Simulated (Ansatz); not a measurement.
RuS2: relaxation of cell and atoms

Computed with DFT, PBE, PAW with Ansatz's default frozen-core files, scalar-relativistic in Ansatz 0.2.0.

Command: `ansatz run input.yaml --threads 1 --pin off --max-ram 4096MiB --backend cpu --events-out ev --progress --plain --runs-dir out` The run took 15 s on 1 thread of Intel(R) Xeon(R) Platinum 8488C (Sapphire Rapids) (shared host), peak memory 0.45 GiB.

```yaml
crystal:
  lattice:
    - [3.2692871206, 0.0, 0.0]
    - [-1.6346435603, 2.8312856987, 0.0]
    - [0.0, 0.0, 5.230859393]
  atoms:
    - { symbol: Ru, position: [0.0, 0.0, 0.0] }
    - { symbol: S, position: [0.3333333333, 0.6666666667, 0.25] }
    - { symbol: S, position: [0.6666666667, 0.3333333333, 0.75] }
kpoints:
  mp_grid: { grid: [12, 12, 7] }
scf:
  occupations: { method: fermi_dirac, width: 0.05 }
hamiltonian:
  xc: pbe
  pseudopotentials: { kind: paw }
output:
  forces: true
  stress: true
relax:
  f_tol: 0.005
  max_steps: 80
  cell: {}
```

The cell is built from the CdI2 type as a first guess.

The cutoff is 420 eV; energies and pressures of the walk include the program's estimate of the Pulay term.

Each frame lists the cell vectors (Å), then Cartesian positions (Å) and forces (eV/Å). Free energies count from the first step, -7683.0597 eV.

The walk took 5 evaluations in all; steps that aren't listed are left out.

Step 1: E = 0.0 meV, P = 17.25 GPa

```
cell 3.2693 0.0000 0.0000 -1.6346 2.8313 0.0000 0.0000 0.0000 5.2309
Ru    0.0000    0.0000    0.0000     0.000   0.000   0.000
S     0.0000    1.8875    1.3077     0.000   0.000   1.483
S     1.6346    0.9438    3.9231     0.000   0.000  -1.483
```

Step 2:

```
cell 3.4290 0.0000 0.0000 -1.7145 2.9696 0.0000 0.0000 0.0000 5.1694
Ru    0.0000    0.0000    0.0000
S     0.0000    1.9798    1.3009
S     1.7145    0.9899    3.8685
```

Step 3: E = -292.1 meV, P = 0.09 GPa

```
cell 3.4411 0.0000 0.0000 -1.7206 2.9801 0.0000 0.0000 0.0000 5.1174
Ru    0.0000    0.0000    0.0000     0.000   0.000   0.000
S     0.0000    1.9867    1.2974     0.000   0.000   0.007
S     1.7206    0.9934    3.8200     0.000   0.000  -0.007
```

**Question.** Give the energy and forces of step 2.

**Answer.** E = -290.0 meV, P = 0.74 GPa
```
Ru    0.0000    0.0000    0.0000     0.000   0.000   0.000
S     0.0000    1.9798    1.3009     0.000   0.000   0.073
S     1.7145    0.9899    3.8685     0.000   0.000  -0.073
```

**Question.** How does the relaxation end?

**Answer.** It converges, with a = 3.443 Å, b = 3.443 Å, c = 5.113 Å, α = 90.00°, β = 90.00°, γ = 120.00° (conventional cell, space group P-3m1). The last solve (on a basis chosen afresh for the final cell, so its energy is not quite comparable) gives E = -293.0 meV, P = 0.03 GPa:
```
cell 3.4428 0.0000 0.0000 -1.7214 2.9815 0.0000 0.0000 0.0000 5.1134
Ru    0.0000    0.0000    0.0000     0.000   0.000   0.000
S     0.0000    1.9877    1.2968     0.000   0.000   0.000
S     1.7214    0.9938    3.8166     0.000   0.000   0.000
```
